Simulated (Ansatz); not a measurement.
## CaO in Ansatz: the effect of exact exchange

CaO:

```
CELL_PARAMETERS angstrom
0.00000 2.40356 2.40356
2.40356 0.00000 2.40356
2.40356 2.40356 0.00000
ATOMIC_POSITIONS crystal
Ca 0.00000 0.00000 0.00000
O 0.50000 0.50000 0.50000
```

The cell is a database's computed one.

Alike in all runs:

- Program: Ansatz 0.2.0
- Task: single point
- Functional: HSE06 form with a typed share of exact exchange
- Potentials or basis: Ansatz PAW
- Cutoff: 420 eV (not typed: the program's choice for these potentials)
- k mesh: 5 × 5 × 5
- Occupations: fermi-dirac, width 0.05 eV
- Spin: no spin polarisation

```csv
exact exchange,gap on the mesh (eV),pressure (GPa)
0.05,?,?
0.1,4.50,0.7
0.15,4.84,0.3
0.2,5.19,-0.2
0.25,5.53,-0.6
0.3,5.89,-1.1
0.4,6.60,-2.0
0.5,7.33,-2.9
```

Task: What does the run with exact exchange 0.05 give?

Result: gap on the mesh 4.17 eV; pressure 1.2 GPa.

Worked out: A straight line through the other rows of the gap on the mesh, of slope 7.07 eV per unit of exact exchange, extrapolates to 4.13 eV, against the run's 4.17. A straight line through the other rows of the pressure, of slope -9.06 GPa per unit of exact exchange, extrapolates to 1.2 GPa, against the run's 1.2.

Caveats: all runs use coarse meshes; odd divisions of the mesh miss points on the zone boundary, where band edges often lie, so the gap on the mesh can be too wide; the PAW data sets come from PBE, with cores solved anew for the run's functional, which leaves a small shift of forces and pressure; the thresholds are loose for stress.

A k mesh can miss the band edges.
